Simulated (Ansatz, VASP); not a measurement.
Two plane-wave programs on ZnS (Wurtzite-2H)

```xyz
4
Lattice="3.8612 0.0000 0.0000 -1.9306 3.3439 0.0000 0.0000 0.0000 6.3160" Properties=species:S:1:pos:R:3 pbc="T T T"
Zn    1.9306    1.1146    3.1580
Zn    0.0000    2.2292    0.0000
S     1.9306    1.1146    5.5897
S     0.0000    2.2292    2.4317
```

Alike in both runs: task single point; functional BLYP; dispersion D3(BJ); k mesh 8 × 8 × 5; occupations fermi-dirac, width 0.05 eV; no spin polarisation.

|  | VASP | Ansatz |
| --- | --- | --- |
| version | VASP 6.6.1 | Ansatz 0.2.0 |
| potentials or method | VASP PAW PBE potentials, release 64 (Zn, S) | Ansatz PAW |
| plane-wave cutoff (eV) | 520 | 420 |
| valence electrons in the cell | 36 | 36 |

VASP gave:

```
gap on the k mesh at the Fermi level (eV)       : 2.06
least direct gap on the mesh (eV)               : 2.06
pressure (GPa)                                  : -2.6
largest component of the traceless stress (GPa) : 0.94
rms of the force components (eV/Å)              : 0.175
dispersion energy (meV/atom)                    : -641.3
```

Estimate Ansatz's values.

gap on the k mesh at the Fermi level (eV): 2.03; least direct gap on the mesh (eV): 2.03; pressure (GPa): -2.7; largest component of the traceless stress (GPa): 0.92; rms of the force components (eV/Å): 0.173; dispersion energy (meV/atom): -641.4.

Atom by atom the forces differ by 0.002 eV/Å (rms over components).

Caveats: the PAW data sets were made with another functional, which shifts forces and pressure a little (VASP); odd divisions of the mesh miss points on the zone boundary, where band edges often lie, so the gap on the mesh can be too wide (Ansatz); the PAW data sets come from PBE, with cores solved anew for the run's functional, which leaves a small shift of forces and pressure (Ansatz). A hybrid or GW would open this gap; BLYP tends to underestimate it.
